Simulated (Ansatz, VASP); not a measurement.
SiC (Moissanite): VASP beside Ansatz

```
Si C
1.0
     3.09637    0.00000    0.00000
    -1.54819    2.68154    0.00000
     0.00000    0.00000    5.08143
Si C
2 2
Direct
  0.66667 0.33333 0.50000
  0.33333 0.66667 0.00000
  0.66667 0.33333 0.88500
  0.33333 0.66667 0.38500
```

Alike in both runs: task single point; functional BLYP; k mesh 10 × 10 × 5; occupations fermi-dirac, width 0.05 eV; no spin polarisation.

|  | VASP | Ansatz |
| --- | --- | --- |
| version | VASP 6.6.1 | Ansatz 0.2.0 |
| potentials or method | VASP PAW PBE potentials, release 64 (Si, C) | Ansatz PAW |
| plane-wave cutoff (eV) | 520 | 420 |
| valence electrons in the cell | 16 | 16 |

VASP gave:

- gap on the k mesh at the Fermi level (eV): 2.81
- least direct gap on the mesh (eV): 4.29
- pressure (GPa): 4.4
- largest component of the traceless stress (GPa): 2.10
- rms of the force components (eV/Å): 0.423

Which values does Ansatz return?

gap on the k mesh at the Fermi level (eV): 2.81; least direct gap on the mesh (eV): 4.28; pressure (GPa): 3.9; largest component of the traceless stress (GPa): 2.10; rms of the force components (eV/Å): 0.422.

Atom by atom the forces differ by 0.001 eV/Å (rms over components). With one functional, cell and mesh, what is left measures potentials, basis and numerics.

Caveats: the PAW data sets were made with another functional, which shifts forces and pressure a little (VASP); an odd mesh through Γ misses points on the zone boundary, where band edges often lie (VASP); odd divisions of the mesh miss points on the zone boundary, where band edges often lie, so the gap on the mesh can be too wide (Ansatz); the pressure holds a Pulay correction of +0.4 GPa for the finite cutoff (Ansatz); the PAW data sets come from PBE, with cores solved anew for the run's functional, which leaves a small shift of forces and pressure (Ansatz). Expect the measured gap to be larger: semilocal functionals such as BLYP lack the derivative discontinuity.
